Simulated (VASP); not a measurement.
Write the native input for VASP 6.6.1 that does the following.

```yaml
Task: relaxation of cell and atoms
Functional: LDA
Potentials_or_basis: VASP PAW LDA potentials, release 64 (Cd, S)
Cutoff: 600 eV
k_mesh: 8 × 8 × 8
Occupations: gaussian, width 0.03 eV
Spin: no spin polarisation
Further_INCAR_settings: ALGO = Normal; EDIFF = 1e-06; IBRION = 2; EDIFFG = -0.01; NSW = 90; ISIF = 3
```

The structure of CdS (Hawleyite) lies in POSCAR:

```
CdS
1.0
    0.0000000000      2.9165000000      2.9165000000
    2.9165000000      0.0000000000      2.9165000000
    2.9165000000      2.9165000000      0.0000000000
Cd S
1 1
Direct
    0.0000000000      0.0000000000      0.0000000000
    0.2500000000      0.2500000000      0.2500000000
```

The input as run:

INCAR

```
SYSTEM = CdS
  PREC = Accurate
  ENCUT = 600
  EDIFF = 1E-6
  ISMEAR = 0
  SIGMA = 0.03
  LREAL = .FALSE.
  LASPH = .TRUE.
  NELM = 80
  ALGO = Normal
  ISIF = 3
  LWAVE = .FALSE.
  LCHARG = .FALSE.
  GGA = CA
  IBRION = 2
  NSW = 90
  EDIFFG = -0.01
```

KPOINTS

```
regular mesh
0
G
  8 8 8
  0 0 0
```

Potentials or basis: VASP PAW LDA potentials, release 64 (Cd, S).

Launch:

```bash
$ cat potpaw_LDA.64/Cd/POTCAR potpaw_LDA.64/S/POTCAR > POTCAR
$ mpirun -np 1 vasp_std > vasp.out
```

It gave:

```yaml
Relaxed_volume: 24.02 Å³/atom
Relaxed_cell: a = 4.081 Å, b = 4.081 Å, c = 4.081 Å, α = 60.00°, β = 60.00°, γ = 60.00°
Space_group_after_relaxing_to_0.05_Å: F-43m (No. 216)
Energy_gained_by_relaxing: 5.1 meV/atom
Ionic_steps: 3
Pressure_after_relaxing: 0.0 GPa
Band_gap_on_the_k_mesh: 0.96 eV, direct
```

Wall time 20 s on 1 thread of Intel(R) Xeon(R) 6975P-C (Granite Rapids), with other jobs on the host, peak memory 0.19 GiB.
